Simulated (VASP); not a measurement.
RbBr: relaxation of cell and atoms with PBEsol

RbBr:

```
CELL_PARAMETERS angstrom
0.00000 3.42700 3.42700
3.42700 0.00000 3.42700
3.42700 3.42700 0.00000
ATOMIC_POSITIONS crystal
Rb 0.00000 0.00000 0.00000
Br 0.50000 0.50000 0.50000
```

- Program: VASP 6.6.1
- Task: relaxation of cell and atoms
- Functional: PBEsol
- Potentials or basis: VASP PAW PBE potentials, release 64 (Rb_sv, Br)
- Cutoff: 600 eV
- k mesh: 8 × 8 × 8
- Occupations: gaussian, width 0.03 eV
- Spin: no spin polarisation
- Further INCAR settings: ALGO = Normal; EDIFF = 1e-07; IBRION = 2; EDIFFG = -0.005; NSW = 90; ISIF = 3

```json
{
 "Relaxed volume": "40.21 Å³/atom",
 "Relaxed cell": "a = 4.845 Å, b = 4.845 Å, c = 4.845 Å, α = 60.00°, β = 60.00°, γ = 60.00°",
 "Space group after relaxing (to 0.05 Å)": "Fm-3m (No. 225)",
 "Energy gained by relaxing": "0.0 meV/atom",
 "Ionic steps": "2",
 "Pressure after relaxing": "0.0 GPa",
 "Band gap on the k mesh": "4.21 eV, direct"
}
```

Final structure:
```cif
data_structure
_symmetry_space_group_name_H-M 'P 1'
_symmetry_Int_Tables_number 1
_cell_length_a 4.8452
_cell_length_b 4.8452
_cell_length_c 4.8452
_cell_angle_alpha 60.000
_cell_angle_beta 60.000
_cell_angle_gamma 60.000
_cell_volume 80.43
loop_
_atom_site_label
_atom_site_type_symbol
_atom_site_fract_x
_atom_site_fract_y
_atom_site_fract_z
_atom_site_occupancy
Rb1 Rb 0.00000 0.00000 0.00000 1
Br1 Br 0.50000 0.50000 0.50000 1
```

Levels at points of the mesh, in eV from the valence-band top:
| k point | band 6 | band 7 | band 8 | band 9 | band 10 | band 11 |
| --- | --- | --- | --- | --- | --- | --- |
| (0.00, 0.00, 0.00) | 0.00 | 0.00 | 0.00 | 4.21 | 7.20 | 7.20 |
| (0.50, 0.00, 0.00) | -1.02 | -0.37 | -0.37 | 6.67 | 7.61 | 9.44 |
| (0.50, 0.50, 0.00) | -0.49 | -0.16 | -0.16 | 5.50 | 7.02 | 9.06 |

Run time: 77 s on 1 thread of AMD EPYC 7R43 64-Core Processor (Zen 3) (shared host), peak memory 0.22 GiB.

Caveat: the PAW data sets were made with another functional, which shifts forces and pressure a little. A k mesh can miss the band edges.
